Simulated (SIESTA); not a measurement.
Runs of SIESTA 5.4.2 on GaN. Symmetry: P6_3mc, No. 186, hexagonal system. The conventional cell has a = 3.180 Å, b = 3.180 Å, c = 5.166 Å, α = 90.00°, β = 90.00°, γ = 120.00°. Ga (site symmetry 3m) has 4 N at 1.94 to 1.95 Å as nearest neighbours. N (site symmetry 3m) is surrounded by 4 Ga at 1.94 to 1.95 Å. 

```csv
task,potentials or basis,k mesh,broadening (eV),window to (eV),optical mesh offset,energy shift,gap on the mesh (eV),pressure (GPa),largest force (eV/Å)
optical spectrum,"PseudoDojo 0.4 standard (PBE files), DZP (energy shift 0.003 Ry; two zetas on semicore shells)",8 × 8 × 4,0.3 eV,40 eV,true,0.003 Ry,2.06,(a),0.13
band structure,"PseudoDojo 0.4 standard (PBE files), TZDP (energy shift 0.01 Ry)",10 × 10 × 5,-,-,-,0.01 Ry,2.06,10.1,0.14
band structure,"PseudoDojo 0.4 standard (PBE files), DZP (energy shift 0.003 Ry; two zetas on semicore shells)",10 × 10 × 5,-,-,-,0.003 Ry,2.06,10.0,0.13
band structure,"PseudoDojo 0.4 stringent (PBE files), DZP (energy shift 0.003 Ry; two zetas on semicore shells)",10 × 10 × 5,-,-,-,0.003 Ry,2.40,5.6,0.15
band structure,"PseudoDojo 0.5 standard (PBE files), DZP (energy shift 0.003 Ry; two zetas on semicore shells)",10 × 10 × 5,-,-,-,0.003 Ry,2.06,10.0,0.13
band structure,"PseudoDojo 0.4 standard (PBE files), DZ (energy shift 0.003 Ry; two zetas on semicore shells)",10 × 10 × 5,-,-,-,0.003 Ry,2.04,10.0,0.15
band structure,"SG15 1.2 (PBE files) or PseudoDojo by element, DZP (energy shift 0.003 Ry; two zetas on semicore shells)",10 × 10 × 5,-,-,-,0.003 Ry,2.04,11.0,0.14
band structure,"Ansatz (PBE files), DZP (energy shift 0.003 Ry; two zetas on semicore shells)",10 × 10 × 5,-,-,-,0.003 Ry,2.05,11.0,-
band structure,"SPMS 1.0 (PBE files) or PseudoDojo by element, DZP (energy shift 0.003 Ry; two zetas on semicore shells)",10 × 10 × 5,-,-,-,0.003 Ry,2.05,(b),0.13
```

Alike in all rows: level PBE; no spin polarisation; cell as given; smearing fermi-dirac 0.05 eV; grid cutoff 800 Ry.

**Question.** Estimate the missing entries.

**Answer.** (a) 9.9; (b) 10.9.

Caveats: the basis of atomic orbitals isn't converged, which shifts pressures, moduli and gaps; the basis holds too few empty states to meet the f-sum rule, so the spectrum is short of weight at high energy (some runs); spectra need much finer meshes, so this one isn't converged (some runs); independent-particle spectra lack excitons (some runs); semicore shells carry a single zeta, which can move pressures by several GPa and volumes by a few percent (some runs); short orbitals over semicore shells can move pressures by several GPa (some runs); the valence orbitals were made in a potential fitted to the semicore shell under them, which widens gaps by tenths of an eV or more (some runs).

A k mesh can miss the band edges, and the runs leave out spin-orbit coupling on Ga.

The runs don't all hold the same shells in valence.
